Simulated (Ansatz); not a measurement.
# BeS: the cost of one run

Method: DFT PBEsol, scalar-relativistic, plane waves, PAW, in Ansatz 0.2.0.

## Step 1: Starting point

It takes space group F-43m (No. 216, cubic). Conventional cell: a = 4.870 Å, b = 4.870 Å, c = 4.870 Å, α = 90.00°, β = 90.00°, γ = 90.00°. Around Be (site symmetry -43m) lie 4 S at 2.11 Å. S (site symmetry -43m) is surrounded by 4 Be at 2.11 Å.

Coordinates:

```cif
data_structure
_symmetry_space_group_name_H-M 'F-43m'
_symmetry_Int_Tables_number 216
_cell_length_a 4.8703
_cell_length_b 4.8703
_cell_length_c 4.8703
_cell_angle_alpha 90.000
_cell_angle_beta 90.000
_cell_angle_gamma 90.000
_cell_volume 115.52
loop_
_atom_site_label
_atom_site_type_symbol
_atom_site_symmetry_multiplicity
_atom_site_Wyckoff_symbol
_atom_site_fract_x
_atom_site_fract_y
_atom_site_fract_z
_atom_site_occupancy
Be1 Be 4 a 0.00000 0.00000 0.00000 1
S1 S 4 c 0.25000 0.25000 0.25000 1
```

The structure comes from the Materials Project (structure only).

(A quick probe on a coarse mesh, which set the mesh and smearing, is not shown.)

## Step 3: The relaxation

The input, input.yaml:

```yaml
crystal:
  lattice:
    - [0.0, 2.4351516489, 2.4351516489]
    - [2.4351516489, 0.0, 2.4351516489]
    - [2.4351516489, 2.4351516489, 0.0]
  atoms:
    - { symbol: Be, position: [0.0, 0.0, 0.0] }
    - { symbol: S, position: [0.75, 0.75, 0.75] }
basis:
  ecutwfc: 420
kpoints:
  mp_grid: { grid: [8, 8, 8] }
hamiltonian:
  xc: pbesol
scf:
  occupations: { method: gaussian, width: 0.02 }
output:
  forces: true
  stress: true
  eigenvalues: true
relax:
  adjacent_minimum: "off"
  f_tol: 0.005
  max_steps: 80
  cell: { stress_tol: 0.05 }
```

Started as:

```console
$ ansatz run input.yaml --threads 4 --pin off --max-ram 8192MiB --backend cpu --events-out ev --progress --plain --runs-dir out
```

Q: Estimate wall time and peak memory on 4 threads of Arm Neoverse V1, shared host.

About 1.3 s, with a peak of 0.29 GiB.
